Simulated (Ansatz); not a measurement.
**Two Ansatz runs on GaSb**

The cell is COD entry 9008847, as deposited and not checked against the literature; nothing was relaxed. It differs from other determinations. The listed cell was then made from it by scaling, straining or moving an atom.

First run: DFT, PBE, all-electron LAPW, scalar-relativistic (Ansatz 0.2.0).

Command: `ansatz run input.yaml --threads 1 --pin off --max-ram 2048MiB --backend cpu --events-out ev --progress --plain --runs-dir out` The run took 84 s on 1 thread of Arm Neoverse V2, on a shared host, peak memory 0.64 GiB.

```yaml
crystal:
  lattice:
    - [0.0, 3.12018, 3.059]
    - [3.12018, 0.0, 3.059]
    - [3.12018, 3.12018, 0.0]
  atoms:
    - { symbol: Ga, position: [0.0, 0.0, 0.0] }
    - { symbol: Sb, position: [0.75, 0.75, 0.75] }
kpoints:
  mp_grid: { grid: [12, 12, 12] }
scf:
  occupations: { method: fermi_dirac, width: 0.08 }
hamiltonian:
  xc: pbe
  pseudopotentials: { kind: all_electron, lapw: { basis_error: 0.001 } }
output:
  forces: true
  stress: true
  eigenvalues: true
```

Result: converged; pressure 0.33 GPa; gap on the k mesh 0.11 eV; 7 SCF iterations.

No spin–orbit coupling, which matters for the heavy atoms here.

A second run of a changed input logged this at its end:

```
Error: inconsistent input (magnetization.spin_polarized): false but per-atom `spin:`, `per_species`, `initial_magnetization`, `magnetic_field`, or `spin_locking` is set
```

Q: What was wrong with the input?

A: A moment without spin polarisation, by this change (others could give a like log):
```diff
@@ -5,5 +5,5 @@
     - [3.12018, 3.12018, 0.0]
   atoms:
-    - { symbol: Ga, position: [0.0, 0.0, 0.0] }
+    - { symbol: Ga, position: [0.0, 0.0, 0.0], spin: 2.0 }
     - { symbol: Sb, position: [0.75, 0.75, 0.75] }
 kpoints:
@@ -11,4 +11,5 @@
 scf:
   occupations: { method: fermi_dirac, width: 0.08 }
+  max_iter: 80
 hamiltonian:
   xc: pbe
```
